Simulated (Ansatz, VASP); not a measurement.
## La2O3 in VASP and in Ansatz

```
La O
1.0
     3.88269    0.00000    0.00000
    -1.94134    3.36251    0.00000
     0.00000    0.00000    5.95157
La O
2 3
Direct
  0.66667 0.33333 0.75601
  0.33333 0.66667 0.24399
  0.66667 0.33333 0.35346
  0.33333 0.66667 0.64654
  0.00000 0.00000 0.00000
```

Alike in both runs: functional LDA; k mesh 6 × 6 × 4; occupations gaussian, width 0.02 eV; no spin polarisation.

Ansatz relaxed the structure, and its values are those at the end. VASP's run is a single point on that final structure, the one shown.

|  | VASP | Ansatz |
| --- | --- | --- |
| version | VASP 6.6.1 | Ansatz 0.2.0 |
| potentials or method | VASP PAW LDA potentials, release 64 (La, O) | scalar-relativistic, plane waves, PAW |
| plane-wave cutoff (eV) | 520 | 420 |
| valence electrons in the cell | 40 | 40 |

|  | VASP | Ansatz | Ansatz less VASP |
| --- | --- | --- | --- |
| gap on the k mesh at the Fermi level (eV) | 3.73 | 3.74 | +0.010 |
| pressure (GPa) | 0.0 | 0.0 | +0.01 |
| rms of the force components (eV/Å) | 0.004 | 0.000 | -0.0033 |

Caveats: spin-orbit coupling is left out, which moves the levels of the heavy elements. A k mesh can miss the band edges.
